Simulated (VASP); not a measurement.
Crystal: MoSe2.

```xyz
6
Lattice="3.2733 0.0000 0.0000 -1.6367 2.8348 0.0000 0.0000 0.0000 12.8231" Properties=species:S:1:pos:R:3 pbc="T T T"
Mo    0.0000    1.8899    3.2058
Mo    1.6367    0.9449    9.6174
Se    0.0000    1.8899    7.9459
Se    1.6367    0.9449    1.5343
Se    0.0000    1.8899   11.2888
Se    1.6367    0.9449    4.8772
```

The cell isn't the ideal one: a relaxed cell with its volume scaled by 1.02.

| Property | Result |
| --- | --- |
| Program | VASP 6.6.1 |
| Task | relaxation of shape and atoms at fixed volume |
| Functional | LDA |
| Potentials or basis | VASP PAW LDA potentials, release 64 (Mo_sv, Se) |
| Cutoff | 600 eV |
| k mesh | 9 × 9 × 2 |
| Occupations | gaussian, width 0.03 eV |
| Spin | no spin polarisation |

At the start: pressure -2.7 GPa; volume 19.83 Å³/atom.

Q: Where does the relaxation end?

A: Over 5 steps the energy falls by 2.4 meV/atom; space group P6_3/mmc (No. 194, to 0.05 Å).

Step by step:
```
step  energy change (eV)  largest force (eV/Å)  pressure (GPa)
   1              0.0000                0.3024           -2.69
   2             -0.0090                0.0229           -1.44
   3             -0.0090                0.0303           -1.47
   4             -0.0127                0.0158           -1.15
   5             -0.0145                0.0019           -0.73
```

Final structure:
```
Mo Se
1.0
     3.26013    0.00000    0.00000
    -1.63006    2.82335    0.00000
     0.00000    0.00000   12.92733
Mo Se
2 4
Direct
  0.33333 0.66667 0.25000
  0.66667 0.33333 0.75000
  0.33333 0.66667 0.62167
  0.66667 0.33333 0.12167
  0.33333 0.66667 0.87833
  0.66667 0.33333 0.37833
```
